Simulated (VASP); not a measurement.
Here is a VASP 6.6.1 calculation.

Contents of INCAR:

```
ALGO     = Normal         # electronic algorithm
EDIFF    = 1E-7           # SCF threshold, eV
ENCUT    = 520            # plane-wave cutoff, eV
GGA      = PE             # functional
ISIF     = 2              # what is computed and relaxed
ISMEAR   = -1             # smearing method
LASPH    = True           # aspherical terms in the spheres
LCHARG   = False          # write CHGCAR
LREAL    = False          # projectors in reciprocal space
LWAVE    = False          # write WAVECAR
NBANDS   = 18             # bands
NELM     = 60             # most SCF steps
PREC     = Accurate       # precision mode
SIGMA    = 0.05           # smearing width, eV
```

Contents of KPOINTS:

```
k-points
0
Gamma
  9 9 5
```

The input POSCAR:

```
Sc
1.0
    3.3090000000      0.0000000000      0.0000000000
   -1.6545000000      2.8656780611      0.0000000000
    0.0000000000      0.0000000000      5.2733000000
Sc
2
Direct
    0.6666666667      0.3333333333      0.7500000000
    0.3333333333      0.6666666667      0.2500000000
```

Potentials or basis: VASP PAW PBE potentials, release 64 (Sc_sv).

Run with:

```console
$ cat potpaw_PBE.64/Sc_sv/POTCAR > POTCAR
$ mpirun -np 1 vasp_std > vasp.out
```

(1) Estimate the band gap on the k mesh.

(2) What does it give for the pressure?

Answers

(1) none (metal or under the smearing width).

(2) -0.6 GPa.
